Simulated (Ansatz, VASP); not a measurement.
# One calculation of Rh, two programs

```
Rh
1.0
     3.77868    0.00000    0.00000
    -1.88934    3.27243    0.00000
     0.00000    0.00000    5.34528
Rh
4
Direct
  0.00000 0.00000 0.00000
  0.00000 0.00000 0.50000
  0.33333 0.66667 0.75000
  0.66667 0.33333 0.25000
```

Alike in both runs: functional PBE; k mesh 15 × 15 × 10; occupations gaussian, width 0.1 eV; no spin polarisation.

Ansatz relaxed the structure, and its values are those at the end. VASP's run is a single point on that final structure, the one shown.

|  | VASP | Ansatz |
| --- | --- | --- |
| version | VASP 6.6.1 | Ansatz 0.2.0 |
| potentials or method | VASP PAW PBE potentials, release 64 (Rh_pv) | scalar-relativistic, plane waves, PAW |
| plane-wave cutoff (eV) | 520 | 420 |
| valence electrons in the cell | 60 | 68 |

```tsv
	VASP	Ansatz	Ansatz less VASP
gap on the k mesh at the Fermi level (eV)	none	none	-
pressure (GPa)	0.1	0.0	-0.05
```

A gap of «none» marks a metal or a gap that the smearing closes. The two sets of potentials don't hold the same shells in valence.
